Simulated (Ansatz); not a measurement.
# Ga2O3 (Ga2O3): the cost of one run

Computed with Ansatz 0.2.0 (DFT PBEsol, scalar-relativistic, plane waves, PAW, unless a step's input says otherwise).

## Step 1: The system as given

Symmetry: C2/m, No. 12, monoclinic system. The conventional cell has a = 12.214 Å, b = 3.037 Å, c = 5.798 Å, α = 90.00°, β = 103.83°, γ = 90.00°. Around Ga (site symmetry m) lie 4 O at 1.83 to 1.86 Å. Ga (site symmetry m) is surrounded by 6 O at 1.94 to 2.07 Å. O (site symmetry m) has 3 Ga at 1.83 to 1.94 Å as nearest neighbours. O (site symmetry m) has 4 Ga at 1.86 to 2.07 Å as nearest neighbours.

As a file:

```
CELL_PARAMETERS angstrom
6.10700 -1.51855 0.00000
6.10700 1.51855 0.00000
-1.38599 0.00000 5.63001
ATOMIC_POSITIONS crystal
Ga 0.09050 0.09050 0.79460
Ga 0.90950 0.90950 0.20540
Ga 0.65866 0.65866 0.31402
Ga 0.34134 0.34134 0.68598
O 0.16450 0.16450 0.10980
O 0.83550 0.83550 0.89020
O 0.17330 0.17330 0.56320
O 0.82670 0.82670 0.43680
O 0.49590 0.49590 0.25660
O 0.50410 0.50410 0.74340
```

The structure rests on an entry of the Crystallography Open Database; cell or positions may have been set otherwise for this series.

## Step 2: Relaxing cell and atoms: Ga2O3 (Ga2O3), no spin

Contents of input.yaml:

```yaml
crystal:
  lattice:
    - [6.107, -1.51855, 0.0]
    - [6.107, 1.51855, 0.0]
    - [-1.3859888959, 0.0, 5.630008738]
  atoms:
    - { symbol: Ga, position: [0.0905, 0.0905, 0.7946] }
    - { symbol: Ga, position: [0.9095, 0.9095, 0.2054] }
    - { symbol: Ga, position: [0.65866, 0.65866, 0.31402] }
    - { symbol: Ga, position: [0.34134, 0.34134, 0.68598] }
    - { symbol: O, position: [0.1645, 0.1645, 0.1098] }
    - { symbol: O, position: [0.8355, 0.8355, 0.8902] }
    - { symbol: O, position: [0.1733, 0.1733, 0.5632] }
    - { symbol: O, position: [0.8267, 0.8267, 0.4368] }
    - { symbol: O, position: [0.4959, 0.4959, 0.2566] }
    - { symbol: O, position: [0.5041, 0.5041, 0.7434] }
scf:
  occupations: { method: fixed }
output:
  forces: true
  stress: true
  eigenvalues: true
  write_density: true
  write_potential: true
  elf: true
  volumetric_format: npy
hamiltonian:
  xc: pbesol
kpoints:
  mp_grid: { grid: [6, 6, 6] }
basis:
  ecutwfc: 600
relax:
  f_tol: 0.002
  max_steps: 60
  cell: { stress_tol: 0.02 }
```

Started as:

```bash
ansatz run input.yaml --threads 4 --pin off --max-ram 10240MiB --backend cpu --events-out ev --progress --plain --runs-dir out
```

**Question.** How long does this run take on 4 threads of Intel Xeon 6975P-C (Granite Rapids), shared host, and how much memory does it need?

About 53 s, with a peak of 0.9 GiB.
